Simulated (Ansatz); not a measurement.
Results of PBEsol-D3(BJ) (PAW; Ansatz, an electronic-structure program) for chalcopyrite CuInS2.

Numerical settings: plane-wave cutoff 520 eV, 10×10×10 k mesh, Fermi–Dirac smearing 0.01 eV, no spin polarisation, scalar-relativistic PAW data made under PBE.

Response to compression and expansion (c/a stays at 2.018):

Shape and atoms are relaxed at each volume.

```tsv
V (Å³/atom)	P (GPa)	direct gap at Γ (eV)
19.339	3.73	0.191
19.742	1.75	0.135
20.145	0.00	0.081
20.548	-1.57	0.025
20.951	-2.96	0.010
```

Measured, for comparison: band gap 1.55 eV (temperature not stated, not corrected to a static lattice, direct or pseudo-direct at Γ; as tabulated in Ghosh et al. (2024), arXiv:2401.16805).

Spin–orbit coupling is not included; it can close a gap this small.
